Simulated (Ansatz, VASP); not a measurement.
Al in VASP and in Ansatz

```
Al
1.0
     0.00014   -2.81686   -0.07002
    -5.08929    0.00052    0.00534
    -0.00211   -0.15504   -4.67169
Al
4
Direct
  0.75089 0.91299 0.99972
  0.24984 0.08694 0.50020
  0.24985 0.41303 0.99977
  0.74941 0.58704 0.50030
```

Change from the starting cell: cell x4, atoms moved at random (sigma 0.05 Å) and cell strained at random (1.5 %), then relaxed without symmetry.

Alike in both runs: functional PBE; k mesh 8 × 4 × 4; occupations gaussian, width 0.2 eV; no spin polarisation.

Ansatz relaxed the structure, and its values are those at the end. VASP's run is a single point on that final structure, the one shown.

|  | VASP | Ansatz |
| --- | --- | --- |
| version | VASP 6.6.1 | Ansatz 0.2.0 |
| potentials or method | VASP PAW PBE potentials, release 64 (Al) | scalar-relativistic, plane waves, PAW |
| plane-wave cutoff (eV) | 520 | 420 |
| valence electrons in the cell | 12 | 12 |

```csv
,VASP,Ansatz,Ansatz less VASP
gap on the k mesh at the Fermi level (eV),none,none,-
pressure (GPa),0.0,0.0,+0.03
rms of the force components (eV/Å),0.009,0.009,0.0000
```

A gap of «none» marks a metal or a gap that the smearing closes.
